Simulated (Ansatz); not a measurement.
## Structure relaxation of MgO

The calculation used Ansatz, DFT r2SCAN, scalar-relativistic, plane waves, PAW. Cutoff 500 eV, Γ-centred k mesh, Gaussian smearing, no spin polarisation in the final step.

MgO was placed on the caesium chloride structure type (Pm-3m, No. 221), with Mg in place of Cs, O in place of Cl, at a guessed volume.

```yaml
crystal:
  lattice:
    - [2.65464, 0.00000, 0.00000]
    - [0.00000, 2.65464, 0.00000]
    - [0.00000, 0.00000, 2.65464]
  atoms:
    - { symbol: Mg, position: [0.00000, 0.00000, 0.00000] }
    - { symbol: O, position: [0.50000, 0.50000, 0.50000] }
```

Cell and atoms relax at zero pressure; the relaxation can't lower the symmetry of the start. After a coarse first stage the cell is made exact in the group found at 0.06 Å.

Energies over the elements count from the elements' standard structures at the same level (O₂ as a molecule), with no empirical corrections.

Task: Which crystal results?

Result: It keeps Pm-3m (No. 221). The result has the caesium chloride structure. Conventional cell: a = 2.623 Å. Mg is coordinated by 8 O at 2.27 Å and 6 Mg at 2.62 Å; O has 8 Mg at 2.27 Å and 6 O at 2.62 Å.

```
Mg O
1.0
     2.62340    0.00000    0.00000
     0.00000    2.62340    0.00000
     0.00000    0.00000    2.62340
Mg O
1 1
Direct
  0.00000 0.00000 0.00000
  0.50000 0.50000 0.50000
```

Task: What are its volume, energy, density and gap?

Result: The volume per atom is 9.03 Å³ and the density is 3.71 g/cm³. The energy over the elements is -2.163 eV/atom and the gap on the 8×8×8 mesh is 3.49 eV.

The final run used a 8×8×8 mesh on its 2-atom cell and 0.02 eV smearing. A structure relaxed within its symmetry needn't be a true minimum.

Cost: 3 runs of about 0.091 core-minutes in all, on Intel Xeon 6975P-C (Granite Rapids) (shared hosts).